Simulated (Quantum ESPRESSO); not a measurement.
Crystal: CaSe.

```
CELL_PARAMETERS angstrom
0.00000 2.95600 2.95600
2.95600 0.00000 2.95600
2.95600 2.95600 0.00000
ATOMIC_POSITIONS crystal
Se 0.50000 0.50000 0.50000
Ca 0.00000 0.00000 0.00000
```

```yaml
Program: Quantum ESPRESSO 7.5
Task: single point
Functional: PBE
Potentials_or_basis: SSSP 1.3 efficiency PBE
Cutoff: 748 eV
Density_cutoff: 5987 eV
k_mesh: 8 × 8 × 8
Occupations: fermi-dirac, width 0.05 eV
Spin: no spin polarisation
```

On this cell: pressure 1.2 GPa; largest force zero by symmetry; band gap on the k mesh 2.02 eV, indirect (least direct gap 2.96 eV).

The same run follows on a disturbed copy (atoms moved at random, drawn with an rms of 0.05 Å):

```xyz
2
Lattice="0.0000 2.9560 2.9560 2.9560 0.0000 2.9560 2.9560 2.9560 0.0000" Properties=species:S:1:pos:R:3 pbc="T T T"
Se    2.9114    2.9476    2.9038
Ca   -0.0041   -0.0054    0.0319
```

**Question.** What does the disturbed cell give?

**Answer.** The energy moves by +6.8 meV/atom; pressure 1.3 GPa; largest force 0.295 eV/Å; band gap on the k mesh 2.05 eV, indirect (least direct gap 2.97 eV).

Forces in eV/Å, atoms in the order of the input:
```
Se   0.125  0.009  0.267
Ca  -0.125 -0.009 -0.267
```

Stress tensor (GPa, compression positive):
```
 1.24  0.00 -0.05
 0.00  1.13  0.00
-0.05  0.00  1.61
```

A k mesh can miss the band edges.
